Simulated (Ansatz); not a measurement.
## An elastic constant from a strain scan in Na

Method: DFT PBE, scalar-relativistic, plane waves, PAW (Ansatz). Settings: plane waves to 420 eV, k-mesh 16×16×16 (Γ-centred), Gaussian smearing 0.15 eV. No spin polarisation. Energies are free energies at this smearing, counted from the undisturbed cell; pressure is positive in compression.

Reference structure (as given, not relaxed at this level; it stands at -0.2 GPa):

```yaml
crystal:
  lattice:
    - [-2.11750, 2.11750, 2.11750]
    - [2.11750, -2.11750, 2.11750]
    - [2.11750, 2.11750, -2.11750]
  atoms:
    - { symbol: Na, position: [0.00000, 0.00000, 0.00000] }
```

The cell is strained by ε times the Voigt pattern (0, 1, 0, 0, 0, 0) (xx, yy, zz, yz, xz, xy; engineering shear) with fractional coordinates fixed. The cell holds 1 atom in V0 = 37.98 Å³. The stress column is τ = (1/V0) dE/dε, got from the stress tensor σ (compression positive) at each point as −det(1 + εP) σ : P(1 + εP)⁻¹, with P the pattern as a tensor.

```
      ε  ΔE (meV/atom)  τ (GPa)
-0.0200         -0.551    0.027
-0.0150         -0.492    0.073
-0.0100         -0.379    0.117
-0.0050         -0.214    0.160
 0.0000          0.000    0.201
 0.0050          0.261    0.240
 0.0100          0.569    0.278
 0.0150          0.919    0.314
 0.0175          1.111    0.332
 0.0200              ?        ?
```

Which combination of elastic constants does this scan measure, and how large is it?

For small ε, τ = τ0 + Kε with K = pᵀCp, which for this pattern is C11 in the cubic axes. The parabola through τ at ε = -0.0050, 0 and 0.0050 has slope K = 8.0 GPa at zero. The energies per cell, E = NΔE, of the same two points give K = 2[E(ε₊)/ε₊ − E(ε₋)/ε₋]/[(ε₊ − ε₋)V0] = 7.9 GPa, in agreement.

Predict the withheld row at ε = 0.0200 from the harmonic law, and compare.

ΔE = V0(τ0 ε + Kε²/2)/N = 1.334 meV/atom and τ = 0.36 GPa. The calculation gives 1.312 meV/atom and 0.35 GPa, a miss of 1.6 % of the harmonic energy, so the harmonic law still holds here.

In a metal these slopes depend on the k mesh and the smearing.